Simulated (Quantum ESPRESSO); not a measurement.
# Ni (Im-3m) in Quantum ESPRESSO: further runs

The runs below take Ni through single point, with PBEsol+U.

Program: Quantum ESPRESSO 7.5. These are calculated values, not measurements. Logs are shortened: lines on timing, memory, paths and dates and some standing lists are left out, and cuts for length are marked.

### Step 1. Starting point

The structure is cubic, space group Im-3m (No. 229). The conventional cell has a = 2.767 Å, b = 2.767 Å, c = 2.767 Å, α = 90.00°, β = 90.00°, γ = 90.00°. Ni (site symmetry m-3m) is surrounded by 8 Ni at 2.40 Å.

This isn't the form of Ni at room conditions, which is fcc.

### Step 2. Single point, PBEsol+U, collinear spin, ferromagnetic start

Contents of pw.in:

```
&CONTROL
  calculation = 'scf'
  prefix = 'pwscf'
  outdir = './tmp'
  pseudo_dir = './pseudo'
  tprnfor = .true.
  tstress = .true.
  disk_io = 'nowf'
/
&SYSTEM
  ibrav = 0
  nat = 1
  ntyp = 1
  ecutwfc = 45
  ecutrho = 360
  nbnd = 18
  occupations = 'smearing'
  smearing = 'fd'
  degauss = 0.00367493
  nspin = 2
  starting_magnetization(1) = 0.0556
/
&ELECTRONS
  conv_thr = 2d-10
  electron_maxstep = 120
  mixing_beta = 0.3
/
ATOMIC_SPECIES
Ni    58.6934 ni_pbesol_v1.4.uspp.F.UPF
CELL_PARAMETERS angstrom
  -1.3837154700    1.3837154700    1.3837154700
   1.3837154700   -1.3837154700    1.3837154700
   1.3837154700    1.3837154700   -1.3837154700
ATOMIC_POSITIONS angstrom
Ni     0.0000000000    0.0000000000    0.0000000000
K_POINTS automatic
13 13 13 0 0 0
HUBBARD {atomic}
U Ni-3d 6.0
```

Potentials or basis: GBRV 1.5 PBEsol.

Launch:

```sh
$ OMP_NUM_THREADS=1 mpirun -n 2 pw.x -nk 2 -in pw.in > pw.out
```

pw.out:

```text
This program is part of the open-source Quantum ESPRESSO suite
     for quantum simulation of materials; please cite
[... 6 lines left out ...]
     using ibrav=0 with symmetry is DISCOURAGED, use correct ibrav instead

     K-points division:     npool     =       2
     Subspace diagonalization in iterative solution of the eigenvalue problem:
     a serial algorithm will be used

     G-vector sticks info
     --------------------
     sticks:   dense  smooth     PW     G-vecs:    dense   smooth      PW
     Sum         553     277     99                 8247     2899     627

     Using Slab Decomposition

     bravais-lattice index     =            0
     lattice parameter (alat)  =       4.5290  a.u.
     unit-cell volume          =      71.5150 (a.u.)^3
     number of atoms/cell      =            1
     number of atomic types    =            1
     number of electrons       =        18.00
     number of Kohn-Sham states=           18
     kinetic-energy cutoff     =      45.0000  Ry
     charge density cutoff     =     360.0000  Ry
     scf convergence threshold =      2.0E-10
     mixing beta               =       0.3000
     number of iterations used =            8  plain     mixing
     Exchange-correlation= SLA  PW   PSX  PSC
                           (   1   4  10   8   0   0   0)
     Hubbard projectors: atomic
     Hubbard parameters of DFT+U (Dudarev formulation) in eV:
     U(Ni-3d) =  6.0000

     Internal variables: lda_plus_u =T, lda_plus_u_kind = 0

     Internal variables: orbital_resolved =F, hub_pot_fix =F, apply_U = F

     celldm(1)=   4.529041  celldm(2)=   0.000000  celldm(3)=   0.000000
     celldm(4)=   0.000000  celldm(5)=   0.000000  celldm(6)=   0.000000

     crystal axes: (cart. coord. in units of alat)
               a(1) = (  -0.577350   0.577350   0.577350 )
               a(2) = (   0.577350  -0.577350   0.577350 )
               a(3) = (   0.577350   0.577350  -0.577350 )

     reciprocal axes: (cart. coord. in units 2 pi/alat)
               b(1) = ( -0.000000  0.866025  0.866025 )
               b(2) = (  0.866025 -0.000000  0.866025 )
               b(3) = (  0.866025  0.866025  0.000000 )

     PseudoPot. # 1 for Ni read from file:
     ni_pbesol_v1.4.uspp.F.UPF
     Pseudo is Ultrasoft + core correction, Zval = 18.0
     Generated by new atomic code, or converted to UPF format
     Using radial grid of  865 points,  6 beta functions with:
                l(1) =   0
                l(2) =   0
                l(3) =   1
                l(4) =   1
                l(5) =   2
                l(6) =   2
     Q(r) pseudized with 10 coefficients,  rinner =    0.980   0.980   0.980
                                                       0.980   0.980

     atomic species   valence    mass     pseudopotential
     Ni               18.00    58.69340     Ni( 1.00)

     Starting magnetic structure
     atomic species   magnetization
     Ni              0.056

     48 Sym. Ops., with inversion, found

   Cartesian axes

     site n.     atom                  positions (alat units)
         1        Ni     tau(   1) = (   0.0000000   0.0000000   0.0000000  )

     number of k points=    84  Fermi-Dirac smearing, width (Ry)=  0.0037
                       cart. coord. in units 2pi/alat
        k(    1) = (   0.0000000   0.0000000   0.0000000), wk =   0.0004552
        k(    2) = (   0.0666173   0.0666173   0.0000000), wk =   0.0054620
        k(    3) = (   0.1332347   0.1332347   0.0000000), wk =   0.0054620
        k(    4) = (   0.1998520   0.1998520   0.0000000), wk =   0.0054620
        k(    5) = (   0.2664694   0.2664694   0.0000000), wk =   0.0054620
        k(    6) = (   0.3330867   0.3330867   0.0000000), wk =   0.0054620
[... 76 lines left out ...]
        k(   83) = (  -0.7994081  -0.0666173  -0.0666173), wk =   0.0036413
        k(   84) = (   0.0000000   0.0000000   0.7994081), wk =   0.0027310

     Dense  grid:     8247 G-vectors     FFT dimensions: (  27,  27,  27)

     Smooth grid:     2899 G-vectors     FFT dimensions: (  20,  20,  20)

     Check: negative core charge=   -0.000008
     Generating pointlists ...
     new r_m :   0.4125 (alat units)  1.8682 (a.u.) for type    1

     Initial potential from superposition of free atoms

     starting charge      16.0000, renormalised to      18.0000

     STARTING HUBBARD OCCUPATIONS:

     =================== HUBBARD OCCUPATIONS ===================
     ------------------------ ATOM    1 ------------------------
     Tr[ns(  1)] (up, down, total) =   5.00000  3.00000  8.00000
     Atomic magnetic moment for atom   1 =   2.00000
     SPIN  1
     eigenvalues:
       1.000  1.000  1.000  1.000  1.000
     eigenvectors (columns):
       1.000  0.000  0.000  0.000  0.000
       0.000  1.000  0.000  0.000  0.000
       0.000  0.000  1.000  0.000  0.000
       0.000  0.000  0.000  1.000  0.000
       0.000  0.000  0.000  0.000  1.000
     occupation matrix ns (before diag.):
       1.000  0.000  0.000  0.000  0.000
       0.000  1.000  0.000  0.000  0.000
       0.000  0.000  1.000  0.000  0.000
       0.000  0.000  0.000  1.000  0.000
       0.000  0.000  0.000  0.000  1.000
     SPIN  2
     eigenvalues:
       0.600  0.600  0.600  0.600  0.600
     eigenvectors (columns):
       1.000  0.000  0.000  0.000  0.000
       0.000  1.000  0.000  0.000  0.000
       0.000  0.000  1.000  0.000  0.000
       0.000  0.000  0.000  1.000  0.000
       0.000  0.000  0.000  0.000  1.000
     occupation matrix ns (before diag.):
       0.600  0.000  0.000  0.000  0.000
       0.000  0.600  0.000  0.000  0.000
       0.000  0.000  0.600  0.000  0.000
       0.000  0.000  0.000  0.600  0.000
       0.000  0.000  0.000  0.000  0.600

     Number of occupied Hubbard levels =    8.0000

     Atomic wfc used for Hubbard projectors are NOT orthogonalized

     Starting wfcs are   13 randomized atomic wfcs +    5 random wfcs

     Self-consistent Calculation

     iteration #  1     ecut=    45.00 Ry     beta= 0.30
     Davidson diagonalization with overlap
     ethr =  1.00E-02,  avg # of iterations =  5.3

     =================== HUBBARD OCCUPATIONS ===================
     ------------------------ ATOM    1 ------------------------
     Tr[ns(  1)] (up, down, total) =   3.15110  2.08716  5.23826
     Atomic magnetic moment for atom   1 =   1.06394
     SPIN  1
     eigenvalues:
       0.550  0.550  0.550  0.751  0.751
     eigenvectors (columns):
      -0.000 -0.000  0.000  0.070 -0.998
      -0.213  0.228  0.950  0.000  0.000
      -0.639  0.703 -0.312  0.000  0.000
       0.000  0.000 -0.000  0.998  0.070
       0.739  0.674  0.004 -0.000 -0.000
     occupation matrix ns (before diag.):
       0.751 -0.000 -0.000  0.000  0.000
      -0.000  0.550 -0.000  0.000  0.000
      -0.000 -0.000  0.550  0.000  0.000
       0.000  0.000  0.000  0.751 -0.000
       0.000  0.000  0.000 -0.000  0.550
     SPIN  2
     eigenvalues:
       0.415  0.415  0.419  0.419  0.419
     eigenvectors (columns):
       0.021  1.000 -0.000  0.000 -0.000
       0.000  0.000  0.229 -0.973 -0.018
       0.000  0.000  0.648  0.166 -0.744
      -1.000  0.021  0.000 -0.000  0.000
      -0.000 -0.000 -0.727 -0.159 -0.668
     occupation matrix ns (before diag.):
       0.415 -0.000 -0.000  0.000  0.000
      -0.000  0.419 -0.000  0.000  0.000
      -0.000 -0.000  0.419  0.000  0.000
       0.000  0.000  0.000  0.415 -0.000
       0.000  0.000  0.000 -0.000  0.419

     Number of occupied Hubbard levels =    5.2383

     total energy              =    -337.58251190 Ry
     estimated scf accuracy    <      27.95452580 Ry

     total magnetization       =     1.04 Bohr mag/cell
     absolute magnetization    =     1.10 Bohr mag/cell

     iteration #  2     ecut=    45.00 Ry     beta= 0.30
     Davidson diagonalization with overlap
     ethr =  1.00E-02,  avg # of iterations =  2.3

     total energy              =    -342.65447845 Ry
     estimated scf accuracy    <       0.68886609 Ry

     total magnetization       =     0.67 Bohr mag/cell
     absolute magnetization    =     0.81 Bohr mag/cell

     iteration #  3     ecut=    45.00 Ry     beta= 0.30
     Davidson diagonalization with overlap
     ethr =  3.83E-03,  avg # of iterations =  1.1

     total energy              =    -342.85193535 Ry
     estimated scf accuracy    <       0.15429050 Ry

     total magnetization       =     0.81 Bohr mag/cell
     absolute magnetization    =     0.94 Bohr mag/cell

     iteration #  4     ecut=    45.00 Ry     beta= 0.30
     Davidson diagonalization with overlap
     ethr =  8.57E-04,  avg # of iterations =  1.1

     total energy              =    -342.85839730 Ry
     estimated scf accuracy    <       0.17346616 Ry

     total magnetization       =     0.56 Bohr mag/cell
     absolute magnetization    =     0.70 Bohr mag/cell

     iteration #  5     ecut=    45.00 Ry     beta= 0.30
     Davidson diagonalization with overlap
     ethr =  8.57E-04,  avg # of iterations =  1.0

     total energy              =    -342.87674260 Ry
     estimated scf accuracy    <       0.00718318 Ry

     total magnetization       =     0.63 Bohr mag/cell
     absolute magnetization    =     0.77 Bohr mag/cell

     iteration #  6     ecut=    45.00 Ry     beta= 0.30
     Davidson diagonalization with overlap
     ethr =  3.99E-05,  avg # of iterations =  1.3

     total energy              =    -342.87791950 Ry
     estimated scf accuracy    <       0.00062985 Ry

     total magnetization       =     0.62 Bohr mag/cell
     absolute magnetization    =     0.75 Bohr mag/cell

     iteration #  7     ecut=    45.00 Ry     beta= 0.30
     Davidson diagonalization with overlap
     ethr =  3.50E-06,  avg # of iterations =  2.3

     total energy              =    -342.87709441 Ry
     estimated scf accuracy    <       0.00321294 Ry

     total magnetization       =     0.62 Bohr mag/cell
     absolute magnetization    =     0.75 Bohr mag/cell

     iteration #  8     ecut=    45.00 Ry     beta= 0.30
     Davidson diagonalization with overlap
     ethr =  3.50E-06,  avg # of iterations =  2.0
[... 34 lines left out ...]
     total magnetization       =     0.63 Bohr mag/cell
     absolute magnetization    =     0.75 Bohr mag/cell

     iteration # 12     ecut=    45.00 Ry     beta= 0.30
     Davidson diagonalization with overlap
     ethr =  1.51E-08,  avg # of iterations =  1.0

     total energy              =    -342.87829372 Ry
     estimated scf accuracy    <       0.00000003 Ry

     total magnetization       =     0.63 Bohr mag/cell
     absolute magnetization    =     0.75 Bohr mag/cell

     iteration # 13     ecut=    45.00 Ry     beta= 0.30
     Davidson diagonalization with overlap
     ethr =  1.92E-10,  avg # of iterations =  1.1

     total energy              =    -342.87829374 Ry
     estimated scf accuracy    <          4.3E-09 Ry

     total magnetization       =     0.63 Bohr mag/cell
     absolute magnetization    =     0.75 Bohr mag/cell

     iteration # 14     ecut=    45.00 Ry     beta= 0.30
     Davidson diagonalization with overlap
     ethr =  2.37E-11,  avg # of iterations =  2.0

     total energy              =    -342.87829375 Ry
     estimated scf accuracy    <          2.3E-09 Ry

     total magnetization       =     0.63 Bohr mag/cell
     absolute magnetization    =     0.75 Bohr mag/cell

     iteration # 15     ecut=    45.00 Ry     beta= 0.30
     Davidson diagonalization with overlap
     ethr =  1.27E-11,  avg # of iterations =  1.0

     total energy              =    -342.87829376 Ry
     estimated scf accuracy    <          2.4E-10 Ry

     total magnetization       =     0.63 Bohr mag/cell
     absolute magnetization    =     0.75 Bohr mag/cell

     iteration # 16     ecut=    45.00 Ry     beta= 0.30
     Davidson diagonalization with overlap
     ethr =  1.32E-12,  avg # of iterations =  1.0

     Magnetic moment per site  (integrated on atomic sphere of radius R)
     atom   1 (R=0.412)  charge= 16.5964  magn=  0.6822

     End of self-consistent calculation

     =================== HUBBARD OCCUPATIONS ===================
     ------------------------ ATOM    1 ------------------------
     Tr[ns(  1)] (up, down, total) =   4.80785  4.15405  8.96189
     Atomic magnetic moment for atom   1 =   0.65380
     SPIN  1
     eigenvalues:
       0.960  0.960  0.960  0.964  0.964
     eigenvectors (columns):
      -0.000 -0.000  0.000 -0.048 -0.999
      -0.220  0.223  0.950  0.000  0.000
      -0.657  0.686 -0.314  0.000  0.000
       0.000  0.000 -0.000  0.999 -0.048
       0.721  0.693  0.004 -0.000 -0.000
     occupation matrix ns (before diag.):
       0.964 -0.000 -0.000  0.000  0.000
      -0.000  0.960 -0.000  0.000  0.000
      -0.000 -0.000  0.960  0.000  0.000
       0.000  0.000  0.000  0.964 -0.000
       0.000  0.000  0.000 -0.000  0.960
     SPIN  2
     eigenvalues:
       0.757  0.757  0.757  0.942  0.942
     eigenvectors (columns):
      -0.000  0.000 -0.000 -0.020 -1.000
      -0.218  0.953  0.210  0.000  0.000
      -0.659 -0.302  0.689  0.000  0.000
       0.000 -0.000  0.000  1.000 -0.020
       0.720  0.011  0.694 -0.000 -0.000
     occupation matrix ns (before diag.):
       0.942 -0.000 -0.000  0.000  0.000
      -0.000  0.757 -0.000  0.000  0.000
      -0.000 -0.000  0.757  0.000  0.000
       0.000  0.000  0.000  0.942 -0.000
       0.000  0.000  0.000 -0.000  0.757

     Number of occupied Hubbard levels =    8.9619

     Number of k-points >= 100: set verbosity='high' to print the bands.

     the Fermi energy is    17.3543 ev

!    total energy              =    -342.87829376 Ry
     estimated scf accuracy    <          3.1E-12 Ry
     smearing contrib. (-TS)   =      -0.00058241 Ry
     internal energy E=F+TS    =    -342.87771135 Ry

     The total energy is F=E-TS. E is the sum of the following terms:
     one-electron contribution =    -189.47840281 Ry
     hartree contribution      =     107.22113464 Ry
     xc contribution           =     -35.34205895 Ry
     ewald contribution        =    -225.46506897 Ry
     Hubbard energy            =       0.18668473 Ry

     total magnetization       =     0.63 Bohr mag/cell
     absolute magnetization    =     0.75 Bohr mag/cell

     convergence has been achieved in  16 iterations

     Forces acting on atoms (cartesian axes, Ry/au):

     atom    1 type  1   force =     0.00000000    0.00000000    0.00000000

     Total force =     0.000000     Total SCF correction =     0.000000

     Computing stress (Cartesian axis) and pressure

          total   stress  (Ry/bohr**3)                   (kbar)     P=      -56.42
  -0.00038352   0.00000000   0.00000000          -56.42        0.00        0.00
   0.00000000  -0.00038352   0.00000000            0.00      -56.42        0.00
   0.00000000   0.00000000  -0.00038352            0.00        0.00      -56.42

=------------------------------------------------------------------------------=
   JOB DONE.
=------------------------------------------------------------------------------=
```

Wall time 8.7 s (2 MPI ranks of Arm Neoverse V2, shared host); peak memory 0.14 GiB.

What came out:

| Quantity | Value |
| --- | --- |
| Free energy | -4665.0968 eV |
| Pressure | -5.6 GPa |
| Band gap on the k mesh | none (metal or under the smearing width) |
| Net moment | 0.63 μB per cell |
| Absolute moment | 0.75 μB per cell |
| Site moments | Ni +0.68 μB |
| Valence electrons inside the program's atomic spheres | Ni 16.60 |

Eigenvalues of the final occupation matrices:
| site | spin | trace | eigenvalues |
| --- | --- | --- | --- |
| Ni 1 3d | 1 | 4.81 | 0.96 0.96 0.96 0.96 0.96 |
| Ni 1 3d | 2 | 4.15 | 0.76 0.76 0.76 0.94 0.94 |

Caveat: the U is typed as a test and isn't derived for this compound. The state reached can hang on the start; a lower one may exist.

### Step 3. Single point, PBEsol+U, collinear spin, ferromagnetic start

Edit pw.in of step 2 so:

```diff
@@ -38,2 +38,2 @@
 HUBBARD {atomic}
-U Ni-3d 6.0
+U Ni-3d 8.0
```

Potentials or basis: GBRV 1.5 PBEsol.

Launch:

```sh
$ OMP_NUM_THREADS=1 mpirun -n 2 pw.x -nk 2 -in pw.in > pw.out
```

Wall time 8.6 s (2 MPI ranks of Arm Neoverse V2, shared host); peak memory 0.14 GiB.

Results (log left out):

* Free energy: -4664.2690 eV
* Pressure: -6.1 GPa
* Band gap on the k mesh: none (metal or under the smearing width)
* Net moment: 0.62 μB per cell
* Absolute moment: 0.76 μB per cell
* Site moments: Ni +0.68 μB
* Valence electrons inside the program's atomic spheres: Ni 16.62

Levels at points of the mesh, in eV from the Fermi level:
Spin up:
```
           k point  band 5  band 6  band 7  band 8  band 9  band 10  band 11  band 12  band 13  band 14
(0.00, 0.00, 0.00)   -8.10   -4.19   -4.19   -4.19   -2.39    -2.39    27.47    27.47    27.47    32.60
```
Spin down:
```csv
k point,band 6,band 7,band 8,band 9,band 10,band 11,band 12,band 13
"(0.00, 0.00, 0.00)",-1.69,-1.69,-1.67,-1.67,-1.67,27.28,27.28,27.28
```

Eigenvalues of the final occupation matrices:
```csv
site,spin,trace,eigenvalues
Ni 1 3d,1,4.83,0.96 0.96 0.96 0.97 0.97
Ni 1 3d,2,4.17,0.76 0.76 0.76 0.95 0.95
```

Caveat: the U is typed as a test and isn't derived for this compound. The state reached can hang on the start; a lower one may exist.
